The functional that best reproduces the measured bulk modulus of rhodium ought to be the one that best describes how the metal resists compression. By that rule PBE wins, and a functional designed for solids, or a dispersion correction on top of PBE, is a step backward. The ranking is there in the table, but the conclusion doesn't follow, because each modulus belongs to a different volume.

Bulk modulus of rhodium (Fm-3m) from Kohn-Sham DFT in ABINIT 10.8.3, exciting sodium and FLEUR MaX-R8.1 (later development tree), without spin polarization and with 0.05 eV Fermi-Dirac smearing. Each modulus is taken at the rest volume of a fit to energies at five or seven volumes. The measured value is 264 GPa (ultrasound, bulk crystal, pmc:11535440).

```
                                    program     functional            how the value is got                          potentials or basis  wave cutoff (eV)    k-mesh  computed bulk modulus (GPa)  computed over measured, less one (%)
                          ABINIT 10.8.3 (1)        BLYP+D2  fit, rest volume 13.94 Å³/atom                             JTH PAW PBE v2.0             435.4  12x12x12                        217.4                                 -17.7
                          ABINIT 10.8.3 (2)         revPBE  fit, rest volume 14.23 Å³/atom                             JTH PAW PBE v2.0             435.4  12x12x12                        237.2                                 -10.2
                            exciting sodium            PBE  fit, rest volume 14.06 Å³/atom  all electron LAPW+lo, shipped species files               n/a  12x12x12                        253.7                                  -3.9
FLEUR MaX-R8.1 (later development tree) (1)            PBE  fit, rest volume 14.04 Å³/atom                                 all electron               n/a  12x12x12                        258.9                                  -1.9
                          ABINIT 10.8.3 (3)        BLYP+D4  fit, rest volume 13.81 Å³/atom                             JTH PAW PBE v2.0             544.2  12x12x12                        276.3                                   4.7
                          ABINIT 10.8.3 (4)         PBE+D3  fit, rest volume 13.63 Å³/atom                             JTH PAW PBE v2.0             544.2  12x12x12                        285.5                                   8.1
FLEUR MaX-R8.1 (later development tree) (2)             WC  fit, rest volume 13.60 Å³/atom                                 all electron               n/a  12x12x12                        292.5                                  10.8
                          ABINIT 10.8.3 (5)         PBEsol  fit, rest volume 13.52 Å³/atom                             JTH PAW PBE v2.0             544.2  12x12x12                        297.0                                  12.5
                          ABINIT 10.8.3 (6)      revPBE+D4  fit, rest volume 13.42 Å³/atom                             JTH PAW PBE v2.0             544.2  12x12x12                        298.8                                  13.2
                          ABINIT 10.8.3 (7)        BP86+D4  fit, rest volume 13.29 Å³/atom                             JTH PAW PBE v2.0             544.2  12x12x12                        305.0                                  15.5
                          ABINIT 10.8.3 (8)  PBEsol+D3(BJ)  fit, rest volume 13.17 Å³/atom                             JTH PAW PBE v2.0             435.4  12x12x12                        308.4                                  16.8
                          ABINIT 10.8.3 (9)    BP86+D3(BJ)  fit, rest volume 13.23 Å³/atom                             JTH PAW PBE v2.0             544.2  12x12x12                        310.2                                  17.5
```

**Size of the steps**

PBE lies 2 to 4% below the single measured value in the two all-electron programs. WC lies 11% above it. The step from PBE to WC, taken within one program, is 34 GPa, whereas the two programs differ by 5 GPa for the same functional. The choice of functional therefore matters far more here than the choice between these two programs.

Each modulus is the curvature of the energy at that run's own rest volume, the volume of lowest energy on its fitted curve. If the curves are instead read at one common volume, that of the supplied database cell (13.67 Å³ per atom, taken here as close to the measured size), the picture changes. Among the nine runs with the smoothest energies, the range shrinks from 56 to 31 GPa and the order nearly reverses. PBE, the softest of these nine at rest, becomes the stiffest, 12 to 13% above the measured value.

**Why a smaller metal is stiffer, but less than its volume suggests**

A metal stiffens when squeezed, because the repulsion between neighbouring atoms rises ever more steeply as they approach. A functional that binds more strongly squeezes the metal in just this way, with an internal pull in place of an outer press. PBE favours uneven electron densities, and with them slightly expanded crystals. WC and PBEsol weaken that preference, and a dispersion correction adds an attraction between pairs of atoms. Both routes lead to a smaller rest volume and a higher modulus.

A rubber pad between two magnets behaves similarly. The magnets compress the pad, and the compressed pad is stiffer. Their pull also grows as the gap closes, which helps any further squeeze and takes back part of the gain. The likeness ends there: the pad keeps its own properties, whereas a change of functional also alters the electrons that provide the repulsion.

The same reasoning gives a simple model. Start from the PBE curve of FLEUR, with modulus B₀ = 259 GPa at 14.04 Å³ per atom, and let the modulus rise by B₀′ = 5.1 GPa for each GPa of pressure. At another level's smaller rest volume V, this curve is under a pressure p = (B₀/B₀′)[(14.04/V)^B₀′ − 1], which the extra attraction must balance. If the pull of that attraction varies as V^−g, it lowers the modulus by g·p. What remains is B = B₀ + (B₀′ − g)p. At one common volume, by contrast, the PBE part is the same for every level, so in this model the level with the strongest pull comes out softest. That is why the order nearly reverses there.

For an undamped attraction falling as the sixth power of distance, the energy goes as V⁻² and the pull as V⁻³, so g is 3. Damping at short range changes how fast the pull grows on compression; a gentle damping lowers g. One value of g was fitted to the nine smoothest runs, and it came out at 2.0. BP86+D3(BJ), which was part of that fit, rests at 13.23 Å³ per atom and serves as an example:

p ≈ (259/5.1) × [(14.04/13.23)^5.1 − 1] ≈ 18 GPa

B ≈ 259 + (5.1 − 2.0) × 18 ≈ 315 GPa

The full calculation gave 310 GPa. Volume alone, with g set to zero, would give 259 + 5.1 × 18 ≈ 351 GPa, so the growing pull is an essential part of the answer.

Over the nine runs the model misses by about 4 GPa (root mean square), against 22 GPa for volume alone; the PBE run that supplies the curve agrees by construction. The computed pressures offer a separate test of g, since the difference in pressure between two runs shows directly how the extra pull grows on compression. It gives 2.7 for BP86+D3(BJ) against PBEsol and 1.4 for PBEsol against revPBE, although the second pair also differs in cutoff, and pressures computed with a limited set of plane waves come out slightly too low. Between PBEsol and PBE+D3, the pressure gap of about 2 GPa even shrinks slightly on compression, so no single g holds for every pair. The fitted value is an average over different kinds of attraction and not a constant of rhodium. The output printed below lists the misses run by run.

**Which level for which purpose**

The model yields a working rule: near the PBE volume, a rest volume smaller by 1% raises the modulus by about 3%. Two levels whose rest volumes differ by 1.6% should thus differ by about 5% in modulus. The rule compares levels with each other, not with experiment: WC rests almost at the supplied volume and is still 11% too stiff. For another functional of this family, applied to rhodium with a well-converged basis, the rest volume alone should already indicate where the modulus will fall. BLYP+D2, discussed below, is a warning that the rule can fail.

If only the modulus is wanted, to within about 5%, PBE at its own rest volume is the practical choice. Its accuracy rests on a cancellation: PBE is known to expand metals of this row, and the expansion softens a curve that is otherwise too stiff. The cancellation is lost when the lattice is fixed at a smaller, measured size. Anyone who does this should not expect the small error that PBE shows at rest.

If the volume matters too, or the lattice is held at its measured size, WC and PBEsol are better placed than PBE. They rest within about 1% of the supplied cell, and at that cell their moduli lie 7 to 8% above the measured one, against 12 to 13% for PBE. The price is a modulus 11 to 13% too high at their own rest volumes. Part of that excess belongs to the comparison, because the measured crystal is softened by thermal and zero-point motion, which these static calculations leave out. This typically amounts to a few percent, too little to remove the whole excess. It also means that PBE at rest is somewhat softer than its small error suggests. PBE+D3 and BLYP+D4 rest equally close to the supplied cell with smaller errors in the modulus, 8.1% and 4.7%, so the table alone doesn't favour WC and PBEsol over them. The case for WC and PBEsol is that they need no added attraction, whose use in a metal is doubtful.

Dispersion corrections should not be added to a metal out of habit. Compared across programs, D3 brings PBE close to the supplied volume, but turns its small negative error into one of +8%. The PBEsol and BP86 runs with dispersion rest about 3 to 4% below the supplied cell and come out 16 to 18% too stiff. Theory offers a reason: the corrections mainly add up attractions between pairs of atoms, whereas the mobile electrons of a metal screen much of that attraction.

**Where to spend computing time**

The cutoff deserves attention before the functional is judged. In a plane-wave calculation the number of waves changes in small jumps as the cell is compressed, and the jumps roughen the energy curve. The modulus is a second derivative and magnifies this roughness. For revPBE at the lower cutoff, the energies give 237 GPa and the slope of the pressures 251 GPa; for PBEsol at the higher cutoff, the two routes agree within 1 GPa. The cutoff is not the only source of roughness, though: at the higher cutoff the energies of revPBE+D4 still scatter by 0.18 meV per atom about their fit, against 0.04 meV for PBEsol.

The three runs at the lower cutoff were kept out of the fit because their energies scatter most, and the model misses them by 10 GPa or more. For revPBE, taking the modulus from the pressures removes most of that miss. PBEsol+D3(BJ) is another of the three, so its place among the three stiffest entries should not be read as a ranking. BLYP+D2 is the real outlier, with a miss of 47 GPa. Its pressures confirm that it is soft, so roughness alone is not the explanation. BLYP itself is an unlikely cause, since BLYP+D4 follows the model to about 4 GPa. That points to the form of the D2 correction, though the two BLYP runs also differ in cutoff. The pressures show how the softness arises. At the same cutoff, BLYP+D2 lies about 3 GPa below revPBE at the largest volume computed and about 9 GPa below it at the smallest. Its extra pull thus nearly triples over a range in which a pull with g near 2 would grow by only about a quarter, and so it softens the metal far more. All ABINIT runs also use potentials made for PBE, which don't fully match the other functionals; the size of that error is not tested here.

The higher cutoff needs about 1.4 times as many plane waves, and the work grows at least in that proportion. Changing from PBE to PBEsol or WC costs almost nothing, since all three use only the density and its gradient. A pairwise dispersion correction is also cheap beside the electronic calculation. Cost is therefore no argument for one of these functionals over another, and the time is better spent on a smooth energy curve. Differences below about 2% should not be used to rank levels across programs, since the two PBE runs already differ by that much.

The analysis program printed:

```
fit of y - bref on 9 rows (scat < 0.2): coefficient of pref -2.03 +/- 0.13; rms 3.85, worst FLEUR MaX-R8.1 (later development tree) (2) -6.27, leave-one-out rms 4.44
  rows outside the fit (model, value, miss): ABINIT 10.8.3 (1) -3.611, -50.58, 47; ABINIT 10.8.3 (2) 6.886, -4.386, 11.3; ABINIT 10.8.3 (8) -39.47, -49.75, 10.3
Common volume and misses of the models:
                                          row  rest volume A3  modulus at 13.67 A3 GPa  over measured %  miss volume alone GPa  miss with g 3 GPa  miss with fitted g GPa
                            ABINIT 10.8.3 (1)           13.94                    246.1           -6.761                  50.58              45.24                   46.97
                            ABINIT 10.8.3 (2)           14.23                    294.3            11.46                  4.386              14.56                   11.27
                              exciting sodium           14.06                    297.6            12.74                  3.423              4.467                    4.13
  FLEUR MaX-R8.1 (later development tree) (1)           14.04                    296.3            12.22                      0                  0                       0
                            ABINIT 10.8.3 (3)           13.82                    288.8            9.389                   4.53             -8.361                  -4.192
                            ABINIT 10.8.3 (4)           13.63                    281.5             6.64                  15.55             -9.229                  -1.215
  FLEUR MaX-R8.1 (later development tree) (2)            13.6                    284.8            7.886                  11.77              -14.9                  -6.274
                            ABINIT 10.8.3 (5)           13.52                    282.5            6.998                  16.56             -15.57                   -5.18
                            ABINIT 10.8.3 (6)           13.42                    275.2            4.258                  27.13             -12.27                  0.4701
                            ABINIT 10.8.3 (7)           13.29                    272.5            3.217                  37.04             -11.83                   3.972
                            ABINIT 10.8.3 (8)           13.17                    257.5           -2.466                  49.75             -8.594                   10.28
                            ABINIT 10.8.3 (9)           13.23                    266.5           0.9439                  40.34             -13.53                   3.891
PBE, FLEUR less exciting, GPa: 5.2
the same in percent of the measured modulus: 1.97
WC less PBE, both FLEUR, GPa: 33.6
PBE+D3 (ABINIT) less PBE (FLEUR), GPa: 26.6
range of the nine quiet rows at their rest volumes, GPa: 56.5
range of the nine quiet rows at 13.67 A3, GPa: 31.15
rms miss of volume alone, nine quiet rows, GPa: 22.16
rms miss with g 3, nine quiet rows, GPa: 11.12
g from pressures, BP86+D3(BJ) against PBEsol: 2.669
g from pressures, PBEsol against revPBE (cutoffs differ): 1.367
revPBE modulus from the slope of its pressures, GPa: 250.8
PBEsol modulus from the slope of its pressures, GPa: 296.4
BLYP+D2 modulus from the slope of its pressures, GPa: 223.5
rise of the modulus in percent for a rest volume smaller by 1 percent: 3.074
volume accuracy in percent for a modulus good to 5 percent: 1.627
number of plane waves, higher cutoff over lower: 1.397
```
